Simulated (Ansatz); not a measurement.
Theory: DFT PBE, scalar-relativistic, plane waves, PAW (Ansatz 0.2.0). All cells share a 420 eV cutoff and Γ-centred k meshes spaced at most about 0.3 Å⁻¹ (2π included). No spin polarisation.

These are static total energies at zero pressure.

Two forms of Ga₄AsP₃ were relaxed alike.

A.

```xyz
8
Lattice="5.5638 0.0000 0.0000 0.0000 5.5638 0.0000 0.0000 0.0000 5.5638" Properties=species:S:1:pos:R:3 pbc="T T T"
Ga    4.1478    4.1478    4.1478
Ga    4.1478    1.4160    1.4160
Ga    1.4160    4.1478    1.4160
Ga    1.4160    1.4160    4.1478
P     2.7819    2.7819    0.0000
P     2.7819    0.0000    2.7819
P     0.0000    2.7819    2.7819
As    0.0000    0.0000    0.0000
```

B.

```xyz
8
Lattice="3.9343 0.0000 0.0000 0.0000 3.9350 5.5642 0.0000 -3.9350 5.5642" Properties=species:S:1:pos:R:3 pbc="T T T"
Ga    0.0000    0.0000   11.0735
Ga    1.9671   -1.9276    8.3707
Ga    1.9671    1.9276    8.3707
Ga    0.0000    0.0000    5.5675
P     0.0000    1.9664    4.1732
P     0.0000   -1.9664    4.1732
P     1.9671    0.0000    6.9558
As    1.9671    0.0000    1.3932
```

**Question.** Which placement of the atoms is lower in energy, and by how much?

**Answer.** They are level within the accuracy (2 meV/atom apart, with A the lower in these runs). The two share one framework of sites and differ in which element sits where. A has P and As ordered on zinc blende sites, space group P-43m (No. 215), 21.5 Å³/atom and a gap of 1.16 eV on its mesh; B has P and As ordered on zinc blende sites, space group Amm2 (No. 38), 21.5 Å³/atom and a gap of 1.10 eV. Counting As or P atoms around Ga (for each partner element, those within 1.25 times its shortest distance or 1.15 times the sum of covalent radii, where it is the nearest in units of that sum or under 1.3), A and B both have Ga 4. In A, Ga is surrounded by 3 P at 2.40 Å and 1 As at 2.45 Å; P is surrounded by 4 Ga at 2.40 Å; As has 4 Ga at 2.45 Å. In B, Ga on a site of symmetry mm2 has 2 P at 2.38 Å and 2 As at 2.44 Å; P on a site of symmetry m is surrounded by 4 Ga at 2.38–2.41 Å; around As lie 4 Ga at 2.44–2.46 Å; 3 more sites not described. Both come from invented guesses.

Kohn–Sham gaps at this level usually fall short of measured ones. Cells relaxed within their symmetry can be saddle points.
